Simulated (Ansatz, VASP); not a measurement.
# One calculation of Li2O, two programs

```
CELL_PARAMETERS angstrom
0.00000 2.24702 2.24702
2.24702 0.00000 2.24702
2.24702 2.24702 0.00000
ATOMIC_POSITIONS crystal
Li 0.25000 0.25000 0.25000
Li 0.75000 0.75000 0.75000
O 0.00000 0.00000 0.00000
```

Alike in both runs: functional LDA; k mesh 8 × 8 × 8; occupations gaussian, width 0.02 eV; no spin polarisation.

Ansatz relaxed the structure, and its values are those at the end. VASP's run is a single point on that final structure, the one shown.

|  | VASP | Ansatz |
| --- | --- | --- |
| version | VASP 6.6.1 | Ansatz 0.2.0 |
| potentials or method | VASP PAW LDA potentials, release 64 (Li_sv, O) | scalar-relativistic, plane waves, PAW |
| plane-wave cutoff (eV) | 520 | 420 |
| valence electrons in the cell | 12 | 12 |

VASP gave:

| Property | Result |
| --- | --- |
| gap on the k mesh at the Fermi level (eV) | 4.94 |
| least direct gap on the mesh (eV) | 5.89 |

Problem. What did Ansatz give for the same quantities?

Solution. gap on the k mesh at the Fermi level (eV): 4.96; least direct gap on the mesh (eV): 5.88.

 A k mesh can miss the band edges.
